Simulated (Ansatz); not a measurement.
## Phonon spectrum of La₂O₃

The calculation used Ansatz 0.2.0, DFT PBE, scalar-relativistic, plane waves, PAW. Cutoff 420 eV, 6×6×4 k-points (Γ-centred), fixed occupations. No spin polarisation. Phonons by linear response, acoustic sum rule imposed.

Equilibrium structure at this level:
```xyz
5
Lattice="3.9404 0.0000 0.0000 -1.9702 3.4125 0.0000 0.0000 0.0000 6.1881" Properties=species:S:1:pos:R:3 pbc="T T T"
La    1.9702    1.1375    4.6573
La    0.0000    2.2750    1.5308
O     1.9702    1.1375    2.1950
O     0.0000    2.2750    3.9931
O     0.0000    0.0000    0.0000
```

It was relaxed at this level from a Materials Project cell. The q mesh is coarse, so values between its points are rough.

Force constants from linear response on a 2×2×1 q mesh.

Task: Is the structure dynamically stable on this mesh?

Result: Yes, on this mesh: no mode is imaginary. Between the mesh points the interpolation dips to 9i cm⁻¹.

Task: Give the frequencies (cm⁻¹; i marks imaginary ones) at the irreducible q points, in fractions of the reciprocal vectors, the Γ row without the LO field.

Result:
```csv
q,star,frequencies
0.000 0.000 0.000,1,0 0 0 97 97 164 164 173 181 344 344 379 379 381 426
0.000 -0.500 0.000,3,74 94 106 109 149 169 205 207 269 272 301 340 381 487 494
```
